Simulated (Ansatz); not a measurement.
# Sc (bcc type): the cost of one run

Method: DFT PBE, with the methods named in each step, in Ansatz 0.2.0.

This is Sc in the bcc structure; at room conditions it is hcp.

**1. The system as given**

It takes space group Im-3m (No. 229, cubic). Conventional cell: a = 3.679 Å, b = 3.679 Å, c = 3.679 Å, α = 90.00°, β = 90.00°, γ = 90.00°. Sc (site symmetry m-3m) is surrounded by 8 Sc at 3.19 Å.

As a file:

```xyz
1
Lattice="-1.8394 1.8394 1.8394 1.8394 -1.8394 1.8394 1.8394 1.8394 -1.8394" Properties=species:S:1:pos:R:3 pbc="T T T"
Sc    0.0000    0.0000    0.0000
```

Whether this phase is the stable one at these pressures isn't tested.

**2. The reference volume, LAPW**

Input file input.yaml:

```yaml
crystal:
  lattice:
    - [-1.8393898878, 1.8393898878, 1.8393898878]
    - [1.8393898878, -1.8393898878, 1.8393898878]
    - [1.8393898878, 1.8393898878, -1.8393898878]
  atoms:
    - { symbol: Sc, position: [0.0, 0.0, 0.0] }
kpoints:
  mp_grid: { grid: [16, 16, 16] }
  band_path:
    path:
      - [0.0, 0.0, 0.0]
      - [0.5, -0.5, 0.5]
      - [0.0, 0.0, 0.5]
      - [0.0, 0.0, 0.0]
      - [0.25, 0.25, 0.25]
      - [0.5, -0.5, 0.5]
      - [0.25, 0.25, 0.25]
      - [0.0, 0.0, 0.5]
    npoints: 14
scf:
  occupations: { method: fermi_dirac, width: 0.05 }
hamiltonian:
  xc: pbe
  pseudopotentials: { kind: all_electron, lapw: { basis_error: 0.001 } }
output:
  forces: true
  stress: true
  eigenvalues: true
  populations: true
  dos: { projected: true, de: 0.2, e_range: [-14, 8] }
```

Launch:

```sh
$ ansatz run input.yaml --threads 1 --pin off --max-ram 2048MiB --backend cpu --events-out ev --progress --plain --runs-dir out
```

**Question.** How long does this run take on 1 thread of Arm Neoverse V1, shared host, and how much memory does it need?

About 8 s, with a peak of 0.25 GiB.
